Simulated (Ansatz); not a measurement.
# How much does Zn in W(100), 2x2 scatter?

Wanted: the reflection from a plane of defects, Zn in W(100), 2x2, and the resistivity it implies.

Method: Ansatz plane-wave DFT, PBE, PAW files; ballistic transport by layer matching (Landauer), zero bias; PAW set soft_1, in Ansatz 0.2.0.

## (1) The starting structure

The cell holds 72 atoms: 71 W and 1 Zn. Its edges and angles: a = 6.330 Å, b = 6.330 Å, c = 28.483 Å, α = 90.0°, β = 90.0°, γ = 90.0°. It derives from W. Regions: lead, 40 atoms (40 W); scattering region, 32 atoms (31 W and 1 Zn). The structure is stacked along c, and the current runs across the ab planes.

## (2) Transmission at ideal sites

The defect sits in one plane of the supercell, all atoms on ideal sites; the layers about the cell's end are the lead. The mesh across the current, 8×8, is finer than the density's, because channels open and close sharply across the zone. Energies from -0.1 to 0.1 eV in steps of 0.05 eV are too few for the program's thermal sum, so it prints no conductance; for a metal the transmission near the Fermi level serves, at a fraction of the cost.

File input.yaml:

```yaml
crystal:
  lattice:
    - [6.3296, 0.0, 0.0]
    - [0.0, 6.3296, 0.0]
    - [0.0, 0.0, 28.4832]
  atoms:
    - { symbol: W, position: [0.0, 0.0, 0.0277777778] }
    - { symbol: W, position: [0.0, 0.5, 0.0277777778] }
    - { symbol: W, position: [0.5, 0.0, 0.0277777778] }
    - { symbol: W, position: [0.5, 0.5, 0.0277777778] }
    - { symbol: W, position: [0.25, 0.25, 0.0833333333] }
    - { symbol: W, position: [0.25, 0.75, 0.0833333333] }
    - { symbol: W, position: [0.75, 0.25, 0.0833333333] }
    - { symbol: W, position: [0.75, 0.75, 0.0833333333] }
    - { symbol: W, position: [0.0, 0.0, 0.1388888889] }
    - { symbol: W, position: [0.0, 0.5, 0.1388888889] }
    - { symbol: W, position: [0.5, 0.0, 0.1388888889] }
    - { symbol: W, position: [0.5, 0.5, 0.1388888889] }
    - { symbol: W, position: [0.25, 0.25, 0.1944444444] }
    - { symbol: W, position: [0.25, 0.75, 0.1944444444] }
    - { symbol: W, position: [0.75, 0.25, 0.1944444444] }
    - { symbol: W, position: [0.75, 0.75, 0.1944444444] }
    - { symbol: W, position: [0.0, 0.0, 0.25] }
    - { symbol: W, position: [0.0, 0.5, 0.25] }
    - { symbol: W, position: [0.5, 0.0, 0.25] }
    - { symbol: W, position: [0.5, 0.5, 0.25] }
    - { symbol: W, position: [0.25, 0.25, 0.3055555556] }
    - { symbol: W, position: [0.25, 0.75, 0.3055555556] }
    - { symbol: W, position: [0.75, 0.25, 0.3055555556] }
    - { symbol: W, position: [0.75, 0.75, 0.3055555556] }
    - { symbol: W, position: [0.0, 0.0, 0.3611111111] }
    - { symbol: W, position: [0.0, 0.5, 0.3611111111] }
    - { symbol: W, position: [0.5, 0.0, 0.3611111111] }
    - { symbol: W, position: [0.5, 0.5, 0.3611111111] }
    - { symbol: W, position: [0.25, 0.25, 0.4166666667] }
    - { symbol: W, position: [0.25, 0.75, 0.4166666667] }
    - { symbol: W, position: [0.75, 0.25, 0.4166666667] }
    - { symbol: W, position: [0.75, 0.75, 0.4166666667] }
    - { symbol: W, position: [0.0, 0.0, 0.4722222222] }
    - { symbol: W, position: [0.0, 0.5, 0.4722222222] }
    - { symbol: W, position: [0.5, 0.0, 0.4722222222] }
    - { symbol: W, position: [0.5, 0.5, 0.4722222222] }
    - { symbol: Zn, position: [0.25, 0.25, 0.5277777778] }
    - { symbol: W, position: [0.25, 0.75, 0.5277777778] }
    - { symbol: W, position: [0.75, 0.25, 0.5277777778] }
    - { symbol: W, position: [0.75, 0.75, 0.5277777778] }
    - { symbol: W, position: [0.0, 0.0, 0.5833333333] }
    - { symbol: W, position: [0.0, 0.5, 0.5833333333] }
    - { symbol: W, position: [0.5, 0.0, 0.5833333333] }
    - { symbol: W, position: [0.5, 0.5, 0.5833333333] }
    - { symbol: W, position: [0.25, 0.25, 0.6388888889] }
    - { symbol: W, position: [0.25, 0.75, 0.6388888889] }
    - { symbol: W, position: [0.75, 0.25, 0.6388888889] }
    - { symbol: W, position: [0.75, 0.75, 0.6388888889] }
    - { symbol: W, position: [0.0, 0.0, 0.6944444444] }
    - { symbol: W, position: [0.0, 0.5, 0.6944444444] }
    - { symbol: W, position: [0.5, 0.0, 0.6944444444] }
    - { symbol: W, position: [0.5, 0.5, 0.6944444444] }
    - { symbol: W, position: [0.25, 0.25, 0.75] }
    - { symbol: W, position: [0.25, 0.75, 0.75] }
    - { symbol: W, position: [0.75, 0.25, 0.75] }
    - { symbol: W, position: [0.75, 0.75, 0.75] }
    - { symbol: W, position: [0.0, 0.0, 0.8055555556] }
    - { symbol: W, position: [0.0, 0.5, 0.8055555556] }
    - { symbol: W, position: [0.5, 0.0, 0.8055555556] }
    - { symbol: W, position: [0.5, 0.5, 0.8055555556] }
    - { symbol: W, position: [0.25, 0.25, 0.8611111111] }
    - { symbol: W, position: [0.25, 0.75, 0.8611111111] }
    - { symbol: W, position: [0.75, 0.25, 0.8611111111] }
    - { symbol: W, position: [0.75, 0.75, 0.8611111111] }
    - { symbol: W, position: [0.0, 0.0, 0.9166666667] }
    - { symbol: W, position: [0.0, 0.5, 0.9166666667] }
    - { symbol: W, position: [0.5, 0.0, 0.9166666667] }
    - { symbol: W, position: [0.5, 0.5, 0.9166666667] }
    - { symbol: W, position: [0.25, 0.25, 0.9722222222] }
    - { symbol: W, position: [0.25, 0.75, 0.9722222222] }
    - { symbol: W, position: [0.75, 0.25, 0.9722222222] }
    - { symbol: W, position: [0.75, 0.75, 0.9722222222] }
kpoints:
  mp_grid: { grid: [4, 4, 1] }
hamiltonian:
  xc: pbe
  pseudopotentials: { kind: paw, azcp: { folder: soft_1 } }
scf:
  occupations: { method: fermi_dirac, width: 0.1 }
output:
  transmission: { leads: [[0, 4]], kmesh: [8, 8], e_range: [-0.1, 0.1], de: 0.05 }
  write_potential: true
  write_density: true
  volumetric_format: npy
  elf: true
```

Launch:

```
ansatz run input.yaml --threads 4 --pin off --max-ram 15360MiB --backend cpu --events-out ev --progress --plain --runs-dir out
```

Numbers of over 12 decimals in the logs are rounded to 6 here.

Log:

```text
Engine: ansatz 0.2.0, aarch64-unknown-linux-gnu
Pseudopotentials: kind: paw
Pseudopotential: W, paw, valence charge 14, recommended cutoff 420 eV (normal), soft_1/W.paw.azcp
Pseudopotential: Zn, paw, valence charge 12, recommended cutoff 420 eV (normal), soft_1/Zn.paw.azcp
Functional definition: PBE
  parameter kappa = 0.804
  parameter beta = 0.066725
  exchange = pbe_x(kappa = kappa, mu = beta*pi^2/3)
  correlation = pbe_c(beta = beta)
Crystal: 72 atoms, lattice volume = 1141.146 Å³
Basis set: ecut = 420 eV, 22299 PW (Γ)
Bands: 604, of which v1, the nominal top of the filled ones, is band 503 counted from 1 (502 counted from 0)
Symmetry: 16 space group operations
Space group: P4/mmm (ITA 123), of the structure as read, at distance tolerance 1.0e-4 Å
k-points: 6 of 16
Non-local potential: W, projectors of the file, l = 0: 3, l = 1: 2, l = 2: 2, l = 3: 1
Non-local potential: Zn, projectors of the file, l = 0: 2, l = 1: 2, l = 2: 3, l = 3: 1
PAW form: soft (Blöchl's): semilocal exchange-correlation on the pseudo side does not see the compensation charge
PAW one-centre angular grid: W, 590 points (default); XC on 64 Gauss nodes
PAW one-centre angular grid: Zn, 590 points (default); XC on 64 Gauss nodes
Initial density: superposition of atomic densities (chi_scale 0.1, normalization cell, long waves 65 % of neutral atoms (reshape's long-wave potential 1.65 eV rms, cloud 2.84 Å wide))
Initial wavefunctions: pseudopotential atomic-orbital guess
Functional: x = pbe(κ = 0.804, μ = 0.219515), c = pbe(β = 0.066725)
SCF iter   1: F=—  HF=-740738.541209 eV  |F-HF|=—  |Δ(HF+E_count)|=         —  Δρ=6.62e-2  dr2=6.15e2  ethr=3.10e-3  ⟨swp⟩=5.3  Hψ=13480  notcnv=0
preconditioner: auto → Kerker (q_TF=auto, 2.672 Å⁻¹)  [metal: Δε(μ)=0.058 eV  Ē_g=5.507 eV  σ=0.100 eV  W_gap=0.14  n_scr=372 (ndim 8)  ℏωp=23.0 eV  f_vac=0.000  D(μ)=30.88/eV (n_scr^D=184)]
SCF iter   2: F=—  HF=-740726.219456 eV  |F-HF|=—  |Δ(HF+E_count)|=    1.23e1  Δρ=4.00e-2  dr2=3.23e2  ethr=3.10e-3  ⟨swp⟩=2.0  Hψ=6068  notcnv=0  defer=12
SCF iter   3: F=—  HF=-740719.129739 eV  |F-HF|=—  |Δ(HF+E_count)|=    7.09e0  Δρ=1.20e-2  dr2=1.12e1  ethr=3.10e-3  ⟨swp⟩=3.0  Hψ=9898  notcnv=0  defer=15
SCF iter   4: F=—  HF=-740718.583934 eV  |F-HF|=—  |Δ(HF+E_count)|=   5.46e-1  Δρ=1.05e-2  dr2=3.40e0  ethr=1.11e-3  ⟨swp⟩=3.3  Hψ=6085  notcnv=0  defer=11
SCF iter   5: F=—  HF=-740718.272983 eV  |F-HF|=—  |Δ(HF+E_count)|=   3.11e-1  Δρ=1.99e-3  dr2=6.56e-1  ethr=3.38e-4  ⟨swp⟩=2.2  Hψ=6040  notcnv=0  defer=8
SCF iter   6: F=—  HF=-740718.272782 eV  |F-HF|=—  |Δ(HF+E_count)|=   2.01e-4  Δρ=8.10e-4  dr2=8.30e-3  ethr=6.52e-5  ⟨swp⟩=2.0  Hψ=4827  notcnv=0  defer=8
SCF iter   7: F=—  HF=-740718.273244 eV  |F-HF|=—  |Δ(HF+E_count)|=   4.62e-4  Δρ=2.25e-4  dr2=8.48e-3  ethr=8.25e-7  ⟨swp⟩=2.0  Hψ=4922  notcnv=0  defer=8
SCF iter   8: F=—  HF=-740718.273088 eV  |F-HF|=—  |Δ(HF+E_count)|=   1.56e-4  Δρ=2.62e-5  dr2=1.68e-4  ethr=8.25e-7  ⟨swp⟩=2.0  Hψ=3652  notcnv=0  defer=8
SCF iter   9: F=—  HF=-740718.273089 eV  |F-HF|=—  |Δ(HF+E_count)|=   9.80e-7  Δρ=1.21e-5  dr2=1.86e-5  ethr=1.67e-8  ⟨swp⟩=2.0  Hψ=3668  notcnv=0  defer=8
SCF iter  10: F=—  HF=-740718.273561 eV  |F-HF|=—  |Δ(HF+E_count)|=   4.72e-4  Δρ=3.32e-6  dr2=1.62e-6  ethr=1.84e-9  ⟨swp⟩=2.0  Hψ=3636  notcnv=0  defer=8
SCF iter  11: F=—  HF=-740718.273561 eV  |F-HF|=—  |Δ(HF+E_count)|=   4.16e-8  Δρ=1.28e-6  dr2=1.11e-7  ethr=1.61e-10  ⟨swp⟩=1.7  Hψ=4060  notcnv=0  defer=8
SCF iter  12: F=-740718.273561 eV  HF=-740718.273561 eV  |F-HF|=1.63e-9  |Δ(HF+E_count)|=   5.82e-9  Δρ=1.69e-7  dr2=1.88e-9  ethr=9.94e-12  ⟨swp⟩=5.5  Hψ=7042  notcnv=0
SCF 1 converged in 12 iterations: F = -740718.273561 eV  dr2 = 1.88e-9
  greatest PAW one-centre occupation: 0.999 electrons in one spin orbital (limit 2), on the W atom at site 38 (counted from 0), in its partial waves of l = 0
transmission: 60 of 540 steps passed
transmission: 108 of 540 steps passed
[...]
transmission: 540 of 540 steps passed
SCF converged after 12 iterations
Free energy (F): -740718.273561 eV
Harris-Foulkes:  -740718.273561 eV  (|F-HF|=1.63e-9)
Internal energy: -740717.048299 eV  (E = F + TS)
E sigma→0 (E₀):  -740717.660930 eV
Entropy (-TS):   -1.225262 eV (-17.018 meV/atom)
Fermi energy:    22.215711 eV
--- Per-component energies (eV) ---
  E_band       = -5952.149040
  E_kinetic    = 30093.737909
  E_local      = -40258.308399  (includes V_loc(G=0)·N_el)
  E_nonlocal   = -991.362393
  E_hartree    = 16820.815825
  E_xc         = -19090.128992
  E_vxc        = -16482.813349  (∫ρ·V_xc dr)
  E_paw        = -610923.855889  (= ΣΔE_a)
  E_vpaw       = -11955.046795  (= ΣTr[D̂ρ^β])
  E_aug_tail   = 0.010196  (compensation charges beyond the density's cutoff)
  E_ewald      = -116367.956556
  E_smearing   = -1.225262  (= −TS)
  E_closure    = -0.000000  (closes the sum)
  Σ components = -740718.273561   (vs F -740718.273561, Δ=0.00e0)
--- Band table (eV; the first three rows and the last of 6) ---
  k-point 0: bands = [... 499 lower, 22.1544, 22.1820, 22.1820, 22.2059, 22.2196, 22.2299, 22.2460, 22.3613, ... 97 higher]
  k-point 1: bands = [... 499 lower, 22.1063, 22.1370, 22.1737, 22.1951, 22.2117, 22.2342, 22.2526, 22.2665, ... 97 higher]
  k-point 2: bands = [... 499 lower, 22.1547, 22.1586, 22.3336, 22.3383, 22.3418, 22.3749, 22.4146, 22.4468, ... 97 higher]
  k-point 5: bands = [... 499 lower, 21.2949, 21.5586, 21.5777, 21.9572, 22.2653, 22.2653, 22.3851, 22.3851, ... 97 higher]
--- Transmission ---
  basis      : 349 plane waves across, 36 finite elements along
  points     : 15, standing for a mesh of 8 x 8
  energies   : 5 from -0.100000 to 0.100000 eV about the Fermi level, 0.050000 eV apart; the leads are filled to 0.000000 eV, and channels, transmission and decay are at 0.000000 eV
  crystal 0  : W4, at the sites [0, 4], period 1.5824 Å, over 26.90 Å; its Hamiltonian steps by up to 3.7 meV
    offset         : up to 0.0000 Å between an atom of the period and one for which it stands
    channels       : 5.281250e0 a spin
    conductance    : none, the energies end too early or step too widely for 300 K: set another output.transmission.e_range or a lower de, or, where they end at an eighth of basis.ecutwfc, a higher one
    slowest decay  : 0.0377 /Å at (0.5000, 0.5000)
  junction   : crystal 0 to crystal 0, 0.88 to 27.79 Å
    transmission   : 3.141213e0 a spin
    conductance    : none, the energies end too early or step too widely for 300 K: set another output.transmission.e_range or a lower de, or, where they end at an eighth of basis.ecutwfc, a higher one
```

It took 7.6 min on 4 threads of Arm Neoverse V2, shared host; peak memory 11 GiB; 29 min of CPU time.

The column dr2 measures how far the density is from self-consistency, as an energy; F and HF (Harris–Foulkes) agree once it is small.

Numbers from this step:

```
free energy                                    : -740718.2736 eV
energy at zero smearing                        : -740717.6609 eV
Fermi energy                                   : 22.22 eV
cell area                                      : 40.06 Å²
transmission per spin nearest the Fermi level  : 3.141
open channels per spin nearest the Fermi level : 5.281
step of the lead's potential                   : 3.7 meV
```

Per spin. Transmission, zone mean against energy, zero at the Fermi level:

| energy (eV) | transmission, zone mean |
| --- | --- |
| -0.1000 | 2.94 |
| -0.0500 | 2.97 |
| 0.0000 | 3.14 |
| 0.0500 | 3.25 |
| 0.1000 | 3.16 |

Per spin. Table of open channels, zone mean, lead by energy, zero at the Fermi level:

| energy (eV) | open channels, zone mean, lead |
| --- | --- |
| -0.1000 | 4.72 |
| -0.0500 | 4.66 |
| 0.0000 | 5.28 |
| 0.0500 | 5.78 |
| 0.1000 | 5.53 |

Transmission over k1 and k2. At 0.0000 eV from the Fermi level.

Values, 8 rows by 8 columns:
```
 0.2  0.9  1.3  2.1  3.3  2.1  1.3  0.9
 1.8  1.3  1.0  3.1  5.0  3.1  1.0  1.3
 1.6  2.1  3.1  8.5 10.9  8.5  3.1  2.1
 2.3  3.3  5.0 10.9 11.5 10.9  5.0  3.3
 1.6  2.1  3.1  8.5 10.9  8.5  3.1  2.1
 1.8  1.3  1.0  3.1  5.0  3.1  1.0  1.3
 0.2  0.9  1.3  2.1  3.3  2.1  1.3  0.9
 0.0  0.2  1.8  1.6  2.3  1.6  1.8  0.2
```
Columns: k1 (b1) from -0.5 to 0.375; rows upwards: k2 (b2) from -0.5 to 0.375.

Open channels over k1 and k2. At 0.0000 eV from the Fermi level.

Values, 8 rows by 8 columns:
```
 2.0  1.0  3.0  4.0  5.0  4.0  3.0  1.0
 2.0  3.0  2.0  7.0  8.0  7.0  2.0  3.0
 4.0  4.0  7.0 13.0 14.0 13.0  7.0  4.0
 4.0  5.0  8.0 14.0 14.0 14.0  8.0  5.0
 4.0  4.0  7.0 13.0 14.0 13.0  7.0  4.0
 2.0  3.0  2.0  7.0  8.0  7.0  2.0  3.0
 2.0  1.0  3.0  4.0  5.0  4.0  3.0  1.0
 0.0  2.0  2.0  4.0  4.0  4.0  2.0  2.0
```
Columns: k1 (b1) from -0.5 to 0.375; rows upwards: k2 (b2) from -0.5 to 0.375.

Electrostatic potential energy in the ca plane at fractional y = 0.250, with atoms of W and Zn within 0.2 Å of it. With pseudopotentials it is smooth inside the atoms' cores, unlike the true potential.

Values in eV, 9 rows by 16 columns, each cell a mean:
```
 21  22  13  20  22  14  18  23  16  16  23  18  14  22  20  13
 10  13 -20   3  18 -17  -5  21 -12 -11  21  -5 -17  18   2 -20
  7  11 -22  -1  17 -20  -8  20 -15 -15  20  -9 -20  17  -1 -22
 20  21   5  17  22   7  14  23  10  11  23  14   8  22  17   5
 23  23  21  22  23  21  22  23  23  23  23  22  21  23  22  21
 16  18  -6  12  21  -3   7  23   9   9  23   7  -2  21  12  -5
  5  10 -23  -3  16 -21 -10  22 -14 -14  22 -11 -21  16  -3 -23
 14  16 -13   8  20 -10   2  23   2   2  23   1 -10  20   8 -13
 22  22  19  22  23  19  21  23  23  23  23  21  19  23  22  19
```
Columns run along c (16.0 Å, from fractional 0.22 to 0.78 of the cell; values clipped at the 3rd and 97th percentile), rows up along a (6.3 Å). Atoms in or near the plane, at fractional coordinates: W at (0.31, 0.25), W at (0.31, 0.75), W at (0.42, 0.25), W at (0.42, 0.75), Zn at (0.53, 0.25), W at (0.53, 0.75), W at (0.64, 0.25), W at (0.64, 0.75), W at (0.75, 0.25), W at (0.75, 0.75).

ELF in the ca plane at fractional y = 0.250, with atoms of W and Zn within 0.2 Å of it. It is the smooth field of the valence electrons, not physical close to the nuclei.

Ten even steps from '0' (0.00) to '9' (0.66), each cell a mean:
```
67667643567677533577776423577776434676676435
46775344346775344357774333467764343467754443
54663699844754799745744899636645999546637998
72543874952534955943525947824527838725438649
72543874952534955943525947824527848725438749
54663699844754799745744899636645999546636998
46775333346775333357774333467764333467754333
67667643567677533577676433577676434676676435
77667755676667655777666655666677656776677556
56776422357776422467665433456775323567764223
45764477645764577546653212246654676457645776
63553897953644988943542000135436979636538979
72443963862534944942532000125327828725438539
63553898953644988943542000135536979636538989
45764467645764577546653212346654676457745676
56776422357776422467665433456775323567764223
77667755676667655777666655666677656776677556
```
Columns run along c (16.0 Å, from fractional 0.22 to 0.78 of the cell), rows up along a (6.3 Å). Atoms in or near the plane, at fractional coordinates: W at (0.31, 0.25), W at (0.31, 0.75), W at (0.42, 0.25), W at (0.42, 0.75), Zn at (0.53, 0.25), W at (0.53, 0.75), W at (0.64, 0.25), W at (0.64, 0.75), W at (0.75, 0.25), W at (0.75, 0.75).

Valence density in the ca plane at fractional y = 0.250, with atoms of W and Zn within 0.2 Å of it. It is the smooth field of the valence electrons, not physical close to the nuclei.

Values in units of 1e0 e/Å³, 9 rows by 16 columns, each cell a mean:
```
0.3 0.3 0.5 0.4 0.3 0.5 0.4 0.3 0.4 0.4 0.3 0.4 0.5 0.3 0.4 0.5
0.7 0.6 4.0 1.3 0.4 3.5 2.0 0.3 2.8 2.7 0.3 2.0 3.4 0.4 1.3 4.0
0.9 0.6 4.7 1.6 0.4 4.1 2.4 0.3 3.3 3.3 0.3 2.5 4.1 0.4 1.6 4.7
0.4 0.3 0.9 0.4 0.3 0.8 0.5 0.3 0.7 0.7 0.3 0.6 0.8 0.3 0.4 0.9
0.3 0.3 0.3 0.3 0.3 0.3 0.3 0.3 0.2 0.2 0.3 0.3 0.3 0.3 0.3 0.3
0.5 0.4 1.8 0.7 0.3 1.6 0.9 0.2 0.8 0.8 0.2 1.0 1.6 0.3 0.7 1.8
1.0 0.7 5.2 1.8 0.4 4.5 2.7 0.2 9.1 8.7 0.2 2.8 4.5 0.4 1.9 5.2
0.6 0.4 2.8 0.9 0.3 2.4 1.4 0.2 1.6 1.5 0.2 1.4 2.4 0.3 0.9 2.7
0.3 0.3 0.3 0.3 0.3 0.3 0.3 0.3 0.2 0.2 0.3 0.3 0.3 0.3 0.3 0.3
```
Columns run along c (16.0 Å, from fractional 0.22 to 0.78 of the cell), rows up along a (6.3 Å). Atoms in or near the plane, at fractional coordinates: W at (0.31, 0.25), W at (0.31, 0.75), W at (0.42, 0.25), W at (0.42, 0.75), Zn at (0.53, 0.25), W at (0.53, 0.75), W at (0.64, 0.25), W at (0.64, 0.75), W at (0.75, 0.25), W at (0.75, 0.75).

Over the solved energies the transmission per spin lies between 2.94 and 3.25, out of 5.19 channels of the lead on average (up to 5.78).

## (3) Resistance at ideal sites

This step: Ansatz plane-wave DFT, PBE, PAW files; ballistic transport by layer matching (Landauer), zero bias; area resistance of the defect plane and resistivity an atomic per cent; PAW set soft_1 (Ansatz 0.2.0).

This step gave:

```
area resistance                                                                                 : 0.6700 fΩ m²
T over the leads' mean channel count                                                            : 0.5956
resistivity per at.% scaled from this dense plane, with the factor 3/4 for isotropic scattering : 12.70 µΩ cm
```

Averaged over the energies near the Fermi level, 59.6 % of the channels pass, which makes 0.670 fΩ m².

By hand, with T and the leads' channels N averaged over the energies near the Fermi level: RA = A (h/2e²)(1/T − 1/N) = 40.06×10⁻²⁰ m² × 12 906 Ω × (1/3.121 − 1/5.240) = 0.670 fΩ m². Per atomic per cent: RA × A / V_atom × 0.01 × 3/4 = 12.7 µΩ cm, with the host's V_atom = 15.85 Å³.

## (4) Summary of results

```json
{
  "share of channels that pass, rigid": "0.596",
  "area resistance, rigid": "0.670 fΩ m²",
  "resistivity per at.% from the area resistance, times 3/4, rigid": "12.7 µΩ cm"
}
```

The plane of defects adds 0.67 fΩ m². Scaled to one atomic per cent that is 17 µΩ cm as it stands and 13 with the factor 3/4 for isotropic scattering on a spherical Fermi surface; with the reflection in place of the resistance taken as linear in the density it would be 7.6. These are rough estimates of the dilute value, not bounds. One Zn in each 2x2 cell reflects 40 % of the lead's channels. The defects form a dense periodic sheet that scatters coherently, unlike a dilute random alloy. T and N are means over the solved energies nearest the Fermi level. Spin-orbit coupling is left out, which matters for W.

[Logs are printed without paths, hosts, clocks, repeated set-up lines and the standing remarks that a program may print on its own settings, such as how far it seeks lower states.]

[Hosts, paths, dates, database ids (printed as entryN), source tags and the programs' standing remarks are cut or masked in the printed files.]
